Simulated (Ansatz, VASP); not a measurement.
**KBr: VASP beside Ansatz**

```
K Br
1.0
     0.00000    3.18755    3.20349
     3.18755    0.00000    3.20349
     3.18755    3.18755    0.00000
K Br
1 1
Direct
  0.00000 0.00000 0.00000
  0.50000 0.50000 0.50000
```

Change from the starting cell: z stretched by +0.5 %, x and y held.

Alike in both runs: task single point; functional LDA; k mesh 6 × 6 × 6; no spin polarisation.

|  | VASP | Ansatz |
| --- | --- | --- |
| version | VASP 6.6.1 | Ansatz 0.2.0 |
| potentials or method | VASP PAW LDA potentials, release 64 (K_sv, Br), cutoff 520 eV | all-electron LAPW, scalar-relativistic |
| occupations | gaussian, width 0.01 eV | fixed |

|  | VASP | Ansatz | Ansatz less VASP |
| --- | --- | --- | --- |
| gap on the k mesh at the Fermi level (eV) | 4.31 | 4.30 | -0.008 |
| pressure (GPa) | 0.0 | -0.1 | -0.09 |
| largest component of the traceless stress (GPa) | 0.15 | 0.14 | -0.004 |

Ansatz ran all-electron here, so the differences hold the error of VASP's frozen core and of both bases.
